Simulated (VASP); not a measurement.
## Ga: equation of state with LDA

Crystal: Ga.

```
Ga
1.0
     1.33642   -4.07296    0.00000
     1.33642    4.07296    0.00000
     0.00000    0.00000    3.17904
Ga
2
Cartesian
  1.3364 2.9949 2.3843
  1.3364 -2.9949 0.7948
```

This isn't the form of Ga at room conditions, which is orthorhombic.

```
Program             : VASP 6.6.1
Task                : equation of state
Functional          : LDA
Potentials or basis : VASP PAW LDA potentials, release 64 (Ga_d)
Cutoff              : 520 eV
k mesh              : 8 × 8 × 8
Occupations         : fermi-dirac, width 0.05 eV
Spin                : no spin polarisation
```

```
Equilibrium volume                        : 17.33 Å³/atom
Bulk modulus at fixed shape and positions : 69 GPa
Pressure derivative of the bulk modulus   : 5.1 (rough: it moves with the points fitted)
```

Energy against volume, from the lowest point:
| volume (Å³/atom) | energy (meV/atom) |
| --- | --- |
| 16.612 | 6.99 |
| 16.958 | 1.79 |
| 17.304 | 0.00 |
| 17.650 | 1.23 |
| 17.996 | 5.12 |

All runs of the series together: 110 s on 1 thread of Intel(R) Xeon(R) Platinum 8488C (Sapphire Rapids) (shared host).

Caveat: the cell was scaled at fixed shape and fractional positions, which overstates the stiffness of a crystal with free parameters, most of all of layers and chains.
